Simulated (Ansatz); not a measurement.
**Rb: strain energy, fitted**

Rb, Cmcm, a = 4.695 Å, b = 15.676 Å, c = 4.839 Å. This isn't the element's structure at ambient conditions. Ansatz: PBEsol, PAW, 420 eV, Γ-centred 12×12×4 mesh on 4 atoms, Gaussian smearing 0.10 eV; no spin polarisation. Series: uniaxial strain along c, with a, b and atoms relaxed; x is the strain in per cent. The axes a, b, c are those of the computed cell (4.839, 4.695, 15.676 Å), along [0 0 -1], [1 0 0], [0 -1 0] of the cell named above. y is the free energy over the unstrained cell, V0 = 89.031 Å³/atom.

| x (%) | y (meV/atom) |
| --- | --- |
| -4.5 | 2.45 |
| -3.0 | 1.15 |
| -1.5 | 0.33 |
| 0.0 | 0.00 |
| 1.5 | 0.04 |
| 3.0 | 0.54 |
| 4.5 | ? |

Q: Fit y = c2 x² + c3 x³ to the other rows, turn c2 into a modulus, and predict the missing energy.

A: Least squares on the rows shown. y = 0.08651 x² − 0.008285 x³. In eV per unit strain² c2 is 0.8651; this is Young's modulus along the axis (E = ½ Y V0 ε²): 2 × 0.8651 × 160.2 / (89.031) = 3.1 GPa. Energies this small carry numerical noise of a few hundredths of a meV. The unstrained cell keeps some stress along the strain, worth a slope of -0.08 meV/atom per %, which the form leaves out. With a term in x⁴ added, the coefficient of x² becomes 0.1089, 26 % more, which shows how far this figure hangs on the form. At x = 4.5 the fit asked for gives 1.00 meV/atom. The run gave 1.47 meV/atom, so the fit is 0.47 meV/atom too low, 19 % of the span of the series, against an rms of 0.10 meV/atom on the fitted rows. The row lies outside the fitted range. With a term in x⁴ added, a fit to the same known rows predicts 0.38 meV/atom, further off still.